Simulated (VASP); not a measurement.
# Cu (I4/mmm) in VASP: further runs

One crystal, Cu, is run at these levels: PBEsol, LDA; tasks: relaxation of cell and atoms.

All numbers are computed with VASP 6.6.1; they aren't measurements. Logs are shortened: lines on timing, memory, paths and dates and some standing lists are left out, and cuts for length are marked.

### Step 1. Starting point

It takes space group I4/mmm (No. 139, tetragonal). The conventional cell has a = 2.886 Å, b = 2.886 Å, c = 2.752 Å, α = 90.00°, β = 90.00°, γ = 90.00°. Cu (site symmetry 4/mmm) is surrounded by 10 Cu at 2.46 to 2.75 Å.

This isn't the form of Cu at room conditions, which is fcc.

### Step 2. Relaxation of cell and atoms, PBEsol

INCAR

```
SYSTEM = Cu
PREC = Accurate ; ENCUT = 600
EDIFF = 1E-7 ; ISMEAR = 0
SIGMA = 0.1 ; LREAL = .False.
LASPH = .True. ; NELM = 100
ALGO = Fast ; ISIF = 3
LWAVE = .False. ; LCHARG = .False.
GGA = PS ; IBRION = 2
NSW = 90 ; EDIFFG = -0.005
```

KPOINTS

```
regular mesh
0
Gamma
  20 20 20
  0 0 0
```

POSCAR

```
Cu
1.0
   -1.4427933200      1.4427933200      1.3760814500
    1.4427933200     -1.4427933200      1.3760814500
    1.4427933200      1.4427933200     -1.3760814500
Cu
1
Direct
    0.0000000000      0.0000000000      0.0000000000
```

Potentials or basis: VASP PAW PBE potentials, release 64 (Cu).

Run with:

```sh
$ cat potpaw_PBE.64/Cu/POTCAR > POTCAR
$ mpirun -np 1 vasp_std > vasp.out
```

OUTCAR:

```text
SYSTEM = Cu
   PREC = Accurate
   ENCUT = 600
   EDIFF = 1E-7
   ISMEAR = 0
   LREAL = .False.
   LASPH = .True.
   NELM = 100
   ISIF = 3
   GGA = PS
   IBRION = 2
   NSW = 90
   EDIFFG = -0.005

 ion  position               nearest neighbor table
   1  0.000  0.000  0.000-

  LATTYP: Found a body centered tetragonal cell.
 ALAT       =     2.8855866400
 C/A-ratio  =     0.9537620052

  Lattice vectors:

 A1 = (  -1.4427933200,   1.4427933200,   1.3760814500)
 A2 = (   1.4427933200,  -1.4427933200,   1.3760814500)
 A3 = (   1.4427933200,   1.4427933200,  -1.3760814500)

Analysis of symmetry for initial positions (statically):
=====================================================================
 Subroutine PRICEL returns:
 Original cell was already a primitive cell.

 Routine SETGRP: Setting up the symmetry group for a
 body centered tetragonal supercell.

 Subroutine GETGRP returns: Found 16 space group operations
 (whereof 16 operations were pure point group operations)
 out of a pool of 16 trial point group operations.

The static configuration has the point symmetry D_4h.

Analysis of symmetry for dynamics (positions and initial velocities):
=====================================================================
 Subroutine PRICEL returns:
 Original cell was already a primitive cell.

 Routine SETGRP: Setting up the symmetry group for a
 body centered tetragonal supercell.

 Subroutine GETGRP returns: Found 16 space group operations
 (whereof 16 operations were pure point group operations)
 out of a pool of 16 trial point group operations.

The dynamic configuration has the point symmetry D_4h.

 Subroutine INISYM returns: Found 16 space group operations
 (whereof 16 operations are pure point group operations),
 and found     1 'primitive' translations

----------------------------------------------------------------------------------------

                                     Primitive cell

  volume of cell :      11.4581

  direct lattice vectors                    reciprocal lattice vectors
    -1.442793320  1.442793320  1.376081450     0.000000000  0.346549983  0.363350585
     1.442793320 -1.442793320  1.376081450     0.346549983  0.000000000  0.363350585
     1.442793320  1.442793320 -1.376081450     0.346549983  0.346549983  0.000000000

  length of vectors
     2.461078074  2.461078074  2.461078074     0.502116060  0.502116060  0.490095685

  position of ions in fractional coordinates (direct lattice)
     0.000000000  0.000000000  0.000000000

  ion indices of the primitive-cell ions
   primitive index   ion index
                 1           1

----------------------------------------------------------------------------------------

 KPOINTS: regular mesh

Automatic generation of k-mesh.
 Grid dimensions read from file:
 generate k-points for:   20   20   20

 Generating k-lattice:

  Cartesian coordinates                     Fractional coordinates (reciprocal lattice)
     0.000000000  0.017327499  0.018167529     0.050000000 -0.000000000  0.000000000
     0.017327499  0.000000000  0.018167529    -0.000000000  0.050000000  0.000000000
     0.017327499  0.017327499  0.000000000     0.000000000  0.000000000  0.050000000

  Length of vectors
     0.025105803  0.025105803  0.024504784

  Shift w.r.t. Gamma in fractional coordinates (k-lattice)
     0.000000000  0.000000000  0.000000000

 Subroutine IBZKPT returns following result:
 ===========================================

 Found    641 irreducible k-points:

 Following reciprocal coordinates:
            Coordinates               Weight
  0.000000  0.000000  0.000000      1.000000
  0.050000 -0.000000  0.000000      8.000000
  0.100000 -0.000000  0.000000      8.000000
  0.150000 -0.000000  0.000000      8.000000
  0.200000 -0.000000  0.000000      8.000000
  0.250000 -0.000000  0.000000      8.000000
[... 16 lines left out ...]
 -0.400000  0.050000 -0.000000     16.000000
 -0.350000  0.050000  0.000000     16.000000
 [... further k-points ...]
   k-points           NKPTS =    641   k-points in BZ     NKDIM =    641   number of bands    NBANDS=      9
   number of dos      NEDOS =    301   number of ions     NIONS =      1
   total plane-waves  NPLWV =   8000
   dimension x,y,z NGX =    20 NGY =   20 NGZ =   20
   dimension x,y,z NGXF=    40 NGYF=   40 NGZF=   40
   ions per type =               1
   NGX,Y,Z   is equivalent  to a cutoff of  13.51, 13.51, 13.51 a.u.
   NGXF,Y,Z  is equivalent  to a cutoff of  27.02, 27.02, 27.02 a.u.
 SYSTEM =  Cu
   PREC   = accura    normal or accurate (medium, high low for compatibility)
   ISTART =      0    job   : 0-new  1-cont  2-samecut
   ICHARG =      2    charge: 1-file 2-atom 10-const
   ISPIN  =      1    spin polarized calculation?
   LNONCOLLINEAR =      F non collinear calculations
   LSORBIT =      F    spin-orbit coupling
   LASPH  =      T    aspherical Exc in radial PAW
   ENCUT  =  600.0 eV  44.10 Ry    6.64 a.u.   4.92  4.92  4.92*2*pi/ulx,y,z
   NELM   =    100;   NELMIN=  2; NELMDL= -5     # of ELM steps
   EDIFF  = 0.1E-06   stopping-criterion for ELM
   LREAL  =      F    real-space projection
   EDIFFG = -.5E-02   stopping-criterion for IOM
   NSW    =     90    number of steps for IOM
   IBRION =      2    ionic relax: 0-MD 1-quasi-New 2-CG
   NFREE  =      1    steps in history (QN), initial steepest desc. (CG)
   ISIF   =      3    stress and relaxation
   ISYM   =      2    0-nonsym 1-usesym 2-fastsym
   POTIM  = 0.5000    time-step for ionic-motion
   TEBEG  =    0.0;   TEEND  =   0.0 temperature during run
   PSTRESS=    0.0 pullay stress
   NELECT =      11.0000    total number of electrons
   NUPDOWN=      -1.0000    fix difference up-down
   EMIN   =  10.00;   EMAX   =-10.00  energy-range for DOS
   EFERMI =   0.00;   METHOD = LEGACY
   ISMEAR =     0;   SIGMA  =   0.10  broadening in eV -4-tet -1-fermi 0-gaus
   EFERMI_NEDOS =   21; number of points for ismear=-14 and -15
   IALGO  =     68    algorithm
   IMIX   =      4    mixing-type and parameters
     AMIX     =   0.40;   BMIX     =  1.00
     AMIX_MAG =   1.60;   BMIX_MAG =  1.00
  volume/ion in A,a.u.               =      11.46        77.32
  Fermi-wavevector in a.u.,A,eV,Ry     =   1.614984  3.051878 35.486359  2.608174
  Thomas-Fermi vector in A             =   2.709805
   LORBIT       =      0    0 simple, 1 ext, 2 COOP (PROOUT), +10 PAW based schemes
   GGA     = PS    functional components
   LHFCALC =     F    Hartree Fock is set to
   AEXX    =    0.0000 exact exchange contribution
   IVDW    =     0    specifies the selected vdW correction
   LEPSILON=     F    determine dielectric tensor
   LRPA    =     F    only Hartree local field effects (RPA)
 conjugate gradient relaxation of ions
 non-spin polarized calculation
 RMM-DIIS sequential band-by-band and
 Gauss-broadening in eV      SIGMA  =   0.10
  energy-cutoff  :      600.00
  volume of cell :       11.46
 maximum number of plane-waves:       400
   NGX =  9   NGY =  9   NGZ =  9

--------------------------------------- Ionic step        1  -------------------------------------------

 number of electron      11.0000000 magnetization

 Free energy of the ion-electron system (eV)
  ---------------------------------------------------
  ext. energy  EPLUGINS =         0.00000000
  ---------------------------------------------------
  free energy    TOTEN  =        -4.26975948 eV

  energy without entropy =       -4.26750726  energy(sigma->0) =       -4.26863337

------------------------ aborting loop because EDIFF is reached ----------------------------------------

  FORCE on cell =-STRESS in cart. coord.  units (eV):
  Direction    XX          YY          ZZ          XY          YZ          ZX
  --------------------------------------------------------------------------------------
  -------------------------------------------------------------------------------------
  Total       -0.0086142     -0.0086142     -0.0473190      0.0000000      0.0000000     -0.0000000
  in kB       -1.2045112     -1.2045112     -6.6165832      0.0000000      0.0000000     -0.0000000
  external PRESSURE =      -3.0085352 kB  Pullay stress =       0.0000000 kB
[... 86 lines left out ...]
  FREE ENERGIE OF THE ION-ELECTRON SYSTEM (eV)
  ---------------------------------------------------
  free  energy   TOTEN  =        -4.2698939379 eV

  energy  without entropy=       -4.2676674381  energy(sigma->0) =       -4.26878069

[... ionic steps 4 to 12 ...]

--------------------------------------- Ionic step       13  -------------------------------------------

 number of electron      11.0000005 magnetization

------------------------ aborting loop because EDIFF is reached ----------------------------------------

  FORCE on cell =-STRESS in cart. coord.  units (eV):
  Direction    XX          YY          ZZ          XY          YZ          ZX
  --------------------------------------------------------------------------------------
  -------------------------------------------------------------------------------------
  Total        0.0405073      0.0405073      0.0358874      0.0000000     -0.0000000     -0.0000000
  in kB        5.6864166      5.6864166      5.0378753      0.0000000     -0.0000000     -0.0000000
  external PRESSURE =       5.4702362 kB  Pullay stress =       0.0000000 kB
[... 55 lines left out ...]
  energy  without entropy=       -4.2678263545  energy(sigma->0) =       -4.26892971

--------------------------------------- Ionic step       15  -------------------------------------------

 number of electron      11.0000006 magnetization

 Free energy of the ion-electron system (eV)
  ---------------------------------------------------
  ext. energy  EPLUGINS =         0.00000000
  ---------------------------------------------------
  free energy    TOTEN  =        -4.27003327 eV

  energy without entropy =       -4.26782614  energy(sigma->0) =       -4.26892970

 E-fermi :   7.8263     XC(G=0): -13.1096

 val. band max:        7.8198159951   @ k =   0.5000   0.3000   0.0500
 cond. band min:       7.8288727873   @ k =  -0.1500  -0.4000   0.1500
 fundamental gap:      0.0090567922
 Fermi energy:         7.8263143587

 k-point     1 :       0.0000    0.0000    0.0000
  band No.  band energies     occupation
      1      -1.8171      2.00000
      2       4.4514      2.00000
      3       4.7122      2.00000
      4       4.7122      2.00000
      5       5.5308      2.00000
      6       5.8085      2.00000
      7      32.5281      0.00000
      8      32.5281      0.00000
      9      34.2231      0.00000
[... 265 lines left out ...]
 k-point    24 :      -0.3500    0.0500    0.0000
  band No.  band energies     occupation
      1       1.7533      2.00000
      2       3.9887      2.00000
      3       4.7235      2.00000
      4       5.6349      2.00000
      5       5.7604      2.00000
      6       5.9896      2.00000
      7      18.4540      0.00000
      8      25.2810      0.00000
      9      26.8881      0.00000

 [... further k-points ...]
[... 5 lines left out ...]
  --------------------------------------------------------------------------------------
  -------------------------------------------------------------------------------------
  Total       -0.0015907     -0.0015907     -0.0043052      0.0000000     -0.0000000      0.0000000
  in kB       -0.2232982     -0.2232982     -0.6043372      0.0000000     -0.0000000      0.0000000
  external PRESSURE =      -0.3503112 kB  Pullay stress =       0.0000000 kB
[... 16 lines left out ...]
  FREE ENERGIE OF THE ION-ELECTRON SYSTEM (eV)
  ---------------------------------------------------
  free  energy   TOTEN  =        -4.2700332683 eV

  energy  without entropy=       -4.2678261378  energy(sigma->0) =       -4.26892970

 reached required accuracy - stopping structural energy minimisation
```

Run time: 4 min. Hardware: 1 thread of Intel Xeon 6975P-C (Granite Rapids), shared host; peak memory 0.24 GiB.

Results:

* Free energy: -4.2700 eV
* Relaxed volume: 11.41 Å³/atom
* Relaxed cell: a = 2.459 Å, b = 2.459 Å, c = 2.459 Å, α = 107.85°, β = 107.85°, γ = 112.77°
* Space group after relaxing (to 0.05 Å): I4/mmm (No. 139)
* Energy gained by relaxing: 0.3 meV/atom
* Ionic steps: 15
* Pressure after relaxing: 0.0 GPa
* Band gap on the k mesh: none (metal or under the smearing width)

Step by step:
```csv
step,energy change (eV),largest force (eV/Å),pressure (GPa),volume (Å³)
1,0.0000,0.0000,-0.30,11.46
2,-0.0001,0.0000,0.09,11.42
3,-0.0001,0.0000,-0.13,11.42
4,-0.0002,0.0000,0.02,11.41
5,-0.0002,0.0000,0.16,11.40
6,-0.0002,0.0000,0.66,11.39
7,-0.0002,0.0000,0.23,11.40
8,-0.0002,0.0000,0.18,11.40
9,-0.0002,0.0000,-0.21,11.42
10,-0.0003,0.0000,0.30,11.42
11,-0.0003,0.0000,-0.38,11.42
12,-0.0003,0.0000,0.25,11.42
13,-0.0003,0.0000,0.55,11.41
14,-0.0003,0.0000,0.11,11.41
15,-0.0003,0.0000,-0.04,11.41
```

Final structure:
```
CELL_PARAMETERS angstrom
-1.44785 1.44785 1.36118
1.44785 -1.44785 1.36118
1.44785 1.44785 -1.36118
ATOMIC_POSITIONS crystal
Cu 0.00000 0.00000 0.00000
```

Levels at points of the mesh, in eV from the Fermi level:
| k point | band 4 | band 5 | band 6 | band 7 | band 8 | band 9 |
| --- | --- | --- | --- | --- | --- | --- |
| (0.00, 0.00, 0.00) | -3.11 | -2.30 | -2.02 | 24.70 | 24.70 | 26.40 |
| (0.50, 0.00, 0.00) | -1.91 | -1.37 | -0.53 | 4.77 | 17.25 | 17.35 |
| (0.50, 0.50, 0.00) | -2.09 | -1.40 | -1.02 | 4.08 | 18.89 | 19.22 |
| (0.50, 0.50, 0.50) | -1.57 | -1.51 | 7.53 | 7.53 | 9.96 | 13.24 |

Caveat: the PAW data sets were made with another functional, which shifts forces and pressure a little.

### Step 3. Relaxation of cell and atoms, LDA

Edit INCAR of step 2 so:

```diff
@@ -7,3 +7,3 @@
 LWAVE = .False. ; LCHARG = .False.
-GGA = PS ; IBRION = 2
-NSW = 90 ; EDIFFG = -0.005
+IBRION = 2 ; NSW = 90
+EDIFFG = -0.005
```

KPOINTS is that of step 2.

POSCAR is that of step 2.

Potentials or basis: VASP PAW LDA potentials, release 64 (Cu).

Run with:

```sh
$ cat potpaw_LDA.64/Cu/POTCAR > POTCAR
$ mpirun -np 1 vasp_std > vasp.out
```

It took 3.5 min on 1 thread of Intel Xeon 6975P-C (Granite Rapids), shared host; peak memory 0.23 GiB.

Results (log left out):

- Free energy: -4.6676 eV
- Relaxed volume: 10.99 Å³/atom
- Relaxed cell: a = 2.428 Å, b = 2.428 Å, c = 2.428 Å, α = 107.78°, β = 107.78°, γ = 112.91°
- Space group after relaxing (to 0.05 Å): I4/mmm (No. 139)
- Energy gained by relaxing: 11.0 meV/atom
- Ionic steps: 13
- Pressure after relaxing: 0.0 GPa
- Band gap on the k mesh: none (metal or under the smearing width)

The path:
| step | energy change (eV) | largest force (eV/Å) | pressure (GPa) | volume (Å³) |
| --- | --- | --- | --- | --- |
| 1 | 0.0000 | 0.0000 | -6.95 | 11.46 |
| 2 | -0.0049 | 0.0000 | 6.31 | 10.65 |
| 3 | -0.0108 | 0.0000 | 0.00 | 10.98 |
| 4 | -0.0108 | 0.0000 | 0.52 | 10.97 |
| 5 | -0.0107 | 0.0000 | -0.67 | 11.02 |
| 6 | -0.0108 | 0.0000 | -0.06 | 10.99 |
| 7 | -0.0108 | 0.0000 | -0.18 | 10.99 |
| 8 | -0.0108 | 0.0000 | -0.13 | 10.99 |
| 9 | -0.0108 | 0.0000 | -0.44 | 10.99 |
| 10 | -0.0109 | 0.0000 | -0.10 | 10.99 |
| 11 | -0.0110 | 0.0000 | -0.04 | 10.99 |
| 12 | -0.0110 | 0.0000 | -0.08 | 10.99 |
| 13 | -0.0110 | 0.0000 | -0.02 | 10.99 |

Final structure:
```
Cu
1.0
    -1.43101    1.43101    1.34175
     1.43101   -1.43101    1.34175
     1.43101    1.43101   -1.34175
Cu
1
Cartesian
  1.4310 1.4310 -1.3417
```

Levels at points of the mesh, in eV from the Fermi level:
| k point | band 3 | band 4 | band 5 | band 6 | band 7 | band 8 | band 9 |
| --- | --- | --- | --- | --- | --- | --- | --- |
| (0.00, 0.00, 0.00) | -3.29 | -3.29 | -2.43 | -2.12 | 25.10 | 25.10 | 26.91 |
| (0.50, 0.00, 0.00) | -2.29 | -2.00 | -1.44 | -0.58 | 4.98 | 17.56 | 17.69 |
| (0.50, 0.50, 0.00) | -2.52 | -2.21 | -1.47 | -1.09 | 4.24 | 19.30 | 19.70 |
| (0.50, 0.50, 0.50) | -1.65 | -1.65 | -1.58 | 7.63 | 7.63 | 10.22 | 13.60 |
